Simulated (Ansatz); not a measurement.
**ZnS: response to strain**

ZnS is deformed so: equal xy, yz and zx engineering shear strains of +2 %. What stress and forces result, by LAPW, PAW and all-electron datasets made for the crystal?

Program: Ansatz 0.2.0. Level of theory: DFT PBEsol, scalar-relativistic. These are calculated values, not measurements.

**1. Starting point**

The structure is hexagonal, space group P6_3mc (No. 186). The conventional cell has a = 3.811 Å, b = 3.811 Å, c = 6.234 Å, α = 90.00°, β = 90.00°, γ = 120.00°. Zn (site symmetry 3m) has 4 S at 2.31 to 2.40 Å in its first shell of neighbours. S (site symmetry 3m) has 4 Zn at 2.31 to 2.40 Å in its first shell of neighbours.

Structure file:

```xyz
4
Lattice="3.8110 0.0000 0.0000 -1.9055 3.3004 0.0000 0.0000 0.0000 6.2340" Properties=species:S:1:pos:R:3 pbc="T T T"
Zn    0.0000    2.2003    0.0000
Zn    1.9055    1.1001    3.1170
S     0.0000    2.2003    2.4001
S     1.9055    1.1001    5.5171
```

Atoms are numbered in the order of the input: Zn1, Zn2, S3, S4.

**2. After the deformation**

Space group P6_3mc before, P1 after.

**3. Full-potential LAPW**

Contents of input.yaml:

```yaml
crystal:
  lattice:
    - [3.8109987816, 0.0381099878, 0.0381099878]
    - [-1.8724951732, 3.2813667647, 0.0139492237]
    - [0.06234, 0.06234, 6.234]
  atoms:
    - { symbol: Zn, position: [0.3333333333, 0.6666666667, 0.0] }
    - { symbol: Zn, position: [0.6666666667, 0.3333333333, 0.5] }
    - { symbol: S, position: [0.3333333333, 0.6666666667, 0.385] }
    - { symbol: S, position: [0.6666666667, 0.3333333333, 0.885] }
kpoints:
  mp_grid: { grid: [8, 8, 5] }
  band_path:
    path:
      - [0.0, 0.0, 0.0]
      - [0.0, -0.5, 0.0]
      - [0.0, 0.0, 0.5]
      - [0.0, 0.0, 0.0]
      - [-0.5, 0.0, 0.0]
      - [-0.5, 0.5, -0.5]
      - [0.0, 0.0, 0.0]
      - [-0.5, 0.0, -0.5]
      - [-0.5, 0.5, 0.0]
    npoints: 5
scf:
  occupations: { method: fermi_dirac, width: 0.03 }
hamiltonian:
  xc: pbesol
  pseudopotentials: { kind: all_electron, lapw: { basis_error: 0.001 } }
output:
  forces: true
  stress: true
  eigenvalues: true
```

On the command line:

```console
> ansatz run input.yaml --threads 1 --pin off --max-ram 4096MiB --backend cpu --events-out ev --progress --plain --runs-dir out
```

**4. PAW with frozen cores**

Contents of input.yaml:

```yaml
crystal:
  lattice:
    - [3.8109987816, 0.0381099878, 0.0381099878]
    - [-1.8724951732, 3.2813667647, 0.0139492237]
    - [0.06234, 0.06234, 6.234]
  atoms:
    - { symbol: Zn, position: [0.3333333333, 0.6666666667, 0.0] }
    - { symbol: Zn, position: [0.6666666667, 0.3333333333, 0.5] }
    - { symbol: S, position: [0.3333333333, 0.6666666667, 0.385] }
    - { symbol: S, position: [0.6666666667, 0.3333333333, 0.885] }
kpoints:
  mp_grid: { grid: [8, 8, 5] }
scf:
  occupations: { method: fermi_dirac, width: 0.03 }
hamiltonian:
  xc: pbesol
  pseudopotentials: { kind: paw }
output:
  forces: true
  stress: true
  eigenvalues: true
  efg: { contact_densities: true }
```

**5. All-electron PAW on datasets made for the crystal**

input.yaml, as its differences from that of step 4:

```diff
@@ -16,3 +16,3 @@
   xc: pbesol
-  pseudopotentials: { kind: paw }
+  pseudopotentials: { kind: all_electron, datasets: crystal }
 output:
```

(Steps that only read results are left out.)

What does the calculation give? Wanted: pressure; largest shear or deviatoric stress.

As calculated:

```
                                 quantity                                              value
                                 pressure  LAPW -1.22, PAW -1.23, crystal datasets -1.23 GPa
largest shear or deviatoric stress (LAPW)                                           1.24 GPa
```

The largest part of the stress beyond the pressure is 1.24 GPa in size, in the zz component; the atoms are carried along and not relaxed. No run of the undeformed cell stands beside it, so pressure and stress hold what the given cell had before the change, as far as its symmetry allows. PAW: stress within 0.02 GPa of LAPW, forces within 1 meV/Å. Crystal datasets: stress within 0.01 GPa of LAPW, forces within 1 meV/Å.
